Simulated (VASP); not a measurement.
# LiF (Pm-3m) in VASP: notebook, part 2 of 2

VASP 6.6.1. Earlier steps stand in the parts before.

### 3 Single point, PBE

The input, INCAR:

```
SYSTEM = LiF
PREC = Accurate
ENCUT = 500
EDIFF = 1E-7
ISMEAR = 0
SIGMA = 0.02
LREAL = .FALSE.
LASPH = .TRUE.
NELM = 60
ALGO = Normal
ISIF = 2
LWAVE = .FALSE.
LCHARG = .FALSE.
GGA = PE
```

The input, KPOINTS:

```
Automatic mesh
0
G
  4 4 4
  0 0 0
```

The input, POSCAR:

```
LiF
1.0
    2.5595330000      0.0000000000      0.0000000000
    0.0000000000      2.5595330000      0.0000000000
    0.0000000000      0.0000000000      2.5595330000
F Li
1 1
Direct
    0.5000000000      0.5000000000      0.5000000000
    0.0000000000      0.0000000000      0.0000000000
```

Potentials or basis: VASP PAW PBE potentials, release 64 (F_GW, Li_GW).

Launch:

```bash
$ cat potpaw_PBE.64/F_GW/POTCAR potpaw_PBE.64/Li_GW/POTCAR > POTCAR
$ mpirun -np 1 vasp_std > vasp.out
```

OUTCAR:

```text
SYSTEM = LiF
   PREC = Accurate
   ENCUT = 500
   EDIFF = 1E-7
   ISMEAR = 0
   LREAL = .FALSE.
   LASPH = .TRUE.
   NELM = 60
   ISIF = 2
   GGA = PE

 ion  position               nearest neighbor table
   1  0.500  0.500  0.500-   2 2.22   2 2.22   2 2.22   2 2.22   2 2.22   2 2.22   2 2.22   2 2.22

   2  0.000  0.000  0.000-   1 2.22   1 2.22   1 2.22   1 2.22   1 2.22   1 2.22   1 2.22   1 2.22

  LATTYP: Found a simple cubic cell.
 ALAT       =     2.5595330000

  Lattice vectors:

 A1 = (   2.5595330000,   0.0000000000,   0.0000000000)
[... 282 lines left out ...]

  FORCE on cell =-STRESS in cart. coord.  units (eV):
  Direction    XX          YY          ZZ          XY          YZ          ZX
  --------------------------------------------------------------------------------------
  -------------------------------------------------------------------------------------
  Total       -0.5636472     -0.5636472     -0.5636472     -0.0000000     -0.0000000      0.0000000
  in kB      -53.8562060    -53.8562060    -53.8562060     -0.0000000     -0.0000000      0.0000000
  external PRESSURE =     -53.8562060 kB  Pullay stress =       0.0000000 kB

 VOLUME and BASIS-vectors are now :
 -----------------------------------------------------------------------------
  energy-cutoff  :      500.00
  volume of cell :       16.77
      direct lattice vectors                 reciprocal lattice vectors
     2.559533000  0.000000000  0.000000000     0.390696272  0.000000000  0.000000000
     0.000000000  2.559533000  0.000000000     0.000000000  0.390696272  0.000000000
     0.000000000  0.000000000  2.559533000     0.000000000  0.000000000  0.390696272

 POSITION                                       TOTAL-FORCE (eV/Angst)
 -----------------------------------------------------------------------------------
      1.27977      1.27977      1.27977         0.000000      0.000000      0.000000
      0.00000      0.00000      0.00000         0.000000      0.000000      0.000000
 -----------------------------------------------------------------------------------
    total drift:                                0.000000      0.000000      0.000000

  FREE ENERGIE OF THE ION-ELECTRON SYSTEM (eV)
  ---------------------------------------------------
  free  energy   TOTEN  =        -9.0310318226 eV

  energy  without entropy=       -9.0310318226  energy(sigma->0) =       -9.03103182
```

OSZICAR:

```text
N       E                     dE             d eps       ncg     rms          rms(c)
DAV:   1     0.249174092305E+02    0.24917E+02   -0.54708E+03   168   0.904E+02
DAV:   2    -0.911657918873E+01   -0.34034E+02   -0.34034E+02   192   0.168E+02
DAV:   3    -0.953486575671E+01   -0.41829E+00   -0.41829E+00   192   0.229E+01
DAV:   4    -0.953569215649E+01   -0.82640E-03   -0.82640E-03   232   0.980E-01
DAV:   5    -0.953569345367E+01   -0.12972E-05   -0.12972E-05   192   0.211E-02    0.424E+00
DAV:   6    -0.904030529444E+01    0.49539E+00   -0.28498E+00   168   0.136E+01    0.149E+00
DAV:   7    -0.903298884754E+01    0.73164E-02   -0.94867E-03   160   0.141E+00    0.872E-01
DAV:   8    -0.903088044398E+01    0.21084E-02   -0.11466E-02   168   0.160E+00    0.855E-02
DAV:   9    -0.903104900747E+01   -0.16856E-03   -0.49391E-04   200   0.204E-01    0.357E-02
DAV:  10    -0.903103166981E+01    0.17338E-04   -0.13841E-04   160   0.102E-01    0.183E-03
DAV:  11    -0.903103179057E+01   -0.12076E-06   -0.91691E-07   160   0.114E-02    0.668E-04
DAV:  12    -0.903103182257E+01   -0.32004E-07   -0.57209E-08   168   0.261E-03
   1 F= -.90310318E+01 E0= -.90310318E+01  d E =-.380590E-13
```

It took 4.9 s on 1 thread of Intel Xeon Platinum 8259CL at 2.50GHz (Skylake/Cascade Lake), shared host; peak memory 0.12 GiB.

Results:

```yaml
Free_energy: -9.0310 eV
Band_gap_on_the_k_mesh: 7.47 eV, indirect (least direct gap 8.14 eV)
```

Levels at points of the mesh, in eV from the valence-band top:
```csv
k point,band 1,band 2,band 3,band 4,band 5,band 6,band 7,band 8
"(0.00, 0.00, 0.00)",-20.81,-0.67,-0.67,-0.67,7.47,18.84,18.84,20.88
"(0.50, 0.00, 0.00)",-20.33,-3.68,-0.28,-0.28,9.11,13.97,20.27,20.27
"(0.50, 0.50, 0.00)",-19.81,-3.24,-3.24,0.00,13.31,13.64,13.64,19.39
"(0.50, 0.50, 0.50)",-19.38,-2.25,-2.25,-2.25,11.12,11.12,11.12,24.14
```

Caveat: the k mesh is coarse (spacing up to 0.61 Å⁻¹), so the values aren't converged; the cutoff is under 1.25 times the usual one of these potentials, so pressure, stress and relaxed cells hold a basis-set (Pulay) error.

### 4 Single point, PBE

The input, INCAR:

```
SYSTEM = LiF
PREC = Accurate
ENCUT = 450
EDIFF = 1E-6
ISMEAR = 0
SIGMA = 0.02
LREAL = .False.
LASPH = .True.
NELM = 100
ALGO = Normal
ISIF = 2
LWAVE = .False.
LCHARG = .False.
GGA = PE
```

The input, KPOINTS:

```
regular mesh
0
Gamma
  4 4 4
  0 0 0
```

POSCAR is that of step 3.

Launch:

```bash
$ cat potpaw_PBE.64/F_GW/POTCAR potpaw_PBE.64/Li_GW/POTCAR > POTCAR
$ mpirun -np 1 vasp_std > vasp.out
```

It took 2.1 s on 1 thread of Intel Xeon Platinum 8488C (Sapphire Rapids), shared host; peak memory 0.11 GiB.

The run converged, but a check on its numbers failed (symmetry, net force, bounds or a known fault of this set-up), so they aren't taken as properties of the crystal.

Caveat: the k mesh is coarse (spacing up to 0.61 Å⁻¹), so the values aren't converged; the cutoff lies under the usual one of these potentials, so the numbers hold a large basis-set error.

### 5 Single point, PBE

The input, INCAR:

```
PREC = Accurate
ENCUT = 450
EDIFF = 1E-7
ISMEAR = 0
SIGMA = 0.02
LREAL = F
LASPH = T
NELM = 60
ALGO = Normal
ISIF = 2
LWAVE = F
LCHARG = F
GGA = PE
```

The input, KPOINTS:

```
regular mesh
0
Gamma
  5 5 5
```

POSCAR is that of step 4.

Launch:

```bash
$ cat potpaw_PBE.64/F_GW/POTCAR potpaw_PBE.64/Li_GW/POTCAR > POTCAR
$ mpirun -np 1 vasp_std > vasp.out
```

It took 1.4 s on 1 thread of AMD EPYC 9R45 (Zen 5), shared host; peak memory 0.08 GiB.

The run converged, but a check on its numbers failed (symmetry, net force, bounds or a known fault of this set-up), so they aren't taken as properties of the crystal.

Caveat: the k mesh is coarse (spacing up to 0.49 Å⁻¹), so the values aren't converged; the cutoff lies under the usual one of these potentials, so the numbers hold a large basis-set error; an odd mesh through Γ misses points on the zone boundary, where band edges often lie.

### 6 Single point, PBE

The input, INCAR:

```
SYSTEM = LiF
PREC = Accurate ; ENCUT = 500
EDIFF = 1E-7 ; ISMEAR = 0
SIGMA = 0.02 ; LREAL = .FALSE.
LASPH = .TRUE. ; NELM = 60
ALGO = Normal ; ISIF = 2
LWAVE = .FALSE. ; LCHARG = .FALSE.
GGA = PE
```

The input, KPOINTS:

```
Automatic mesh
0
G
  7 7 7
  0 0 0
```

POSCAR is that of step 5.

Potentials or basis: VASP PAW PBE potentials, release 64 (F_GW, Li_GW).

Launch:

```bash
$ cat potpaw_PBE.64/F_GW/POTCAR potpaw_PBE.64/Li_GW/POTCAR > POTCAR
$ mpirun -np 1 vasp_std > vasp.out
```

OUTCAR:

```text
SYSTEM = LiF
   PREC = Accurate
   ENCUT = 500
   EDIFF = 1E-7
   ISMEAR = 0
   LREAL = .FALSE.
   LASPH = .TRUE.
   NELM = 60
   ISIF = 2
   GGA = PE

 ion  position               nearest neighbor table
   1  0.500  0.500  0.500-   2 2.22   2 2.22   2 2.22   2 2.22   2 2.22   2 2.22   2 2.22   2 2.22

   2  0.000  0.000  0.000-   1 2.22   1 2.22   1 2.22   1 2.22   1 2.22   1 2.22   1 2.22   1 2.22

  LATTYP: Found a simple cubic cell.
 ALAT       =     2.5595330000

  Lattice vectors:

 A1 = (   2.5595330000,   0.0000000000,   0.0000000000)
[... 402 lines left out ...]

  FORCE on cell =-STRESS in cart. coord.  units (eV):
  Direction    XX          YY          ZZ          XY          YZ          ZX
  --------------------------------------------------------------------------------------
  -------------------------------------------------------------------------------------
  Total       -0.5654955     -0.5654955     -0.5654955     -0.0000000      0.0000000      0.0000000
  in kB      -54.0328064    -54.0328064    -54.0328064     -0.0000000      0.0000000      0.0000000
  external PRESSURE =     -54.0328064 kB  Pullay stress =       0.0000000 kB

 VOLUME and BASIS-vectors are now :
 -----------------------------------------------------------------------------
  energy-cutoff  :      500.00
  volume of cell :       16.77
      direct lattice vectors                 reciprocal lattice vectors
     2.559533000  0.000000000  0.000000000     0.390696272  0.000000000  0.000000000
     0.000000000  2.559533000  0.000000000     0.000000000  0.390696272  0.000000000
     0.000000000  0.000000000  2.559533000     0.000000000  0.000000000  0.390696272

 POSITION                                       TOTAL-FORCE (eV/Angst)
 -----------------------------------------------------------------------------------
      1.27977      1.27977      1.27977         0.000000      0.000000      0.000000
      0.00000      0.00000      0.00000         0.000000      0.000000      0.000000
 -----------------------------------------------------------------------------------
    total drift:                                0.000000      0.000000      0.000000

  FREE ENERGIE OF THE ION-ELECTRON SYSTEM (eV)
  ---------------------------------------------------
  free  energy   TOTEN  =        -9.0375203426 eV

  energy  without entropy=       -9.0375203426  energy(sigma->0) =       -9.03752034
```

OSZICAR:

```text
N       E                     dE             d eps       ncg     rms          rms(c)
DAV:   1     0.304813378917E+02    0.30481E+02   -0.54250E+03   336   0.917E+02
DAV:   2    -0.884328988987E+01   -0.39325E+02   -0.36356E+02   376   0.178E+02
DAV:   3    -0.953829204984E+01   -0.69500E+00   -0.69500E+00   368   0.282E+01
DAV:   4    -0.953947041722E+01   -0.11784E-02   -0.11784E-02   544   0.117E+00
DAV:   5    -0.953947047608E+01   -0.58865E-07   -0.58865E-07   368   0.801E-03    0.423E+00
DAV:   6    -0.904681222293E+01    0.49266E+00   -0.28507E+00   360   0.136E+01    0.148E+00
DAV:   7    -0.903953370504E+01    0.72785E-02   -0.89666E-03   392   0.140E+00    0.870E-01
DAV:   8    -0.903737729610E+01    0.21564E-02   -0.11488E-02   416   0.161E+00    0.877E-02
DAV:   9    -0.903754108374E+01   -0.16379E-03   -0.52678E-04   376   0.212E-01    0.407E-02
DAV:  10    -0.903752021802E+01    0.20866E-04   -0.16098E-04   376   0.112E-01    0.191E-03
DAV:  11    -0.903752031932E+01   -0.10130E-06   -0.94554E-07   352   0.116E-02    0.700E-04
DAV:  12    -0.903752034259E+01   -0.23271E-07   -0.61109E-08   416   0.266E-03
   1 F= -.90375203E+01 E0= -.90375203E+01  d E =-.338863E-53
```

stdout:

```text
POSCAR found type information on POSCAR F Li
 POSCAR found :  2 types and       2 ions
 scaLAPACK will be used
 LDA part: xc-table for (Slater+PW92), standard interpolation
 POSCAR, INCAR and KPOINTS ok, starting setup
 FFT: planning ... GRIDC
 FFT: planning ... GRID_SOFT
 FFT: planning ... GRID
 WAVECAR not read
 entering main loop
```

Run time: 2.7 s. Hardware: 1 thread of Intel Xeon 6975P-C (Granite Rapids), shared host; peak memory 0.11 GiB.

Results:

```
Free energy            : -9.0375 eV
Band gap on the k mesh : 7.50 eV, indirect (least direct gap 8.15 eV)
```

Caveat: the cutoff is under 1.25 times the usual one of these potentials, so pressure, stress and relaxed cells hold a basis-set (Pulay) error; an odd mesh through Γ misses points on the zone boundary, where band edges often lie.

### 7 Overview

```tsv
k mesh	further INCAR settings	mesh quality	gap on the mesh (eV)
7 × 7 × 7	ALGO = Normal; EDIFF = 1e-06	not flagged	7.50
4 × 4 × 4	ALGO = Normal; EDIFF = 1e-07	coarse	7.47
7 × 7 × 7	ALGO = Normal; EDIFF = 1e-07	not flagged	7.50
```

Alike in all rows: task single point; level PBE; potentials or basis VASP PAW PBE potentials, release 64 (F_GW, Li_GW); no spin polarisation; cell as given; cutoff (eV) 500; smearing gaussian 0.02 eV.

Caveats: some runs use coarse meshes; the cutoff is under 1.25 times the usual one of these potentials, so pressure, stress and relaxed cells hold a basis-set (Pulay) error; an odd mesh through Γ misses points on the zone boundary, where band edges often lie (some runs).

Absolute energies hang on the potentials; compare differences alone.
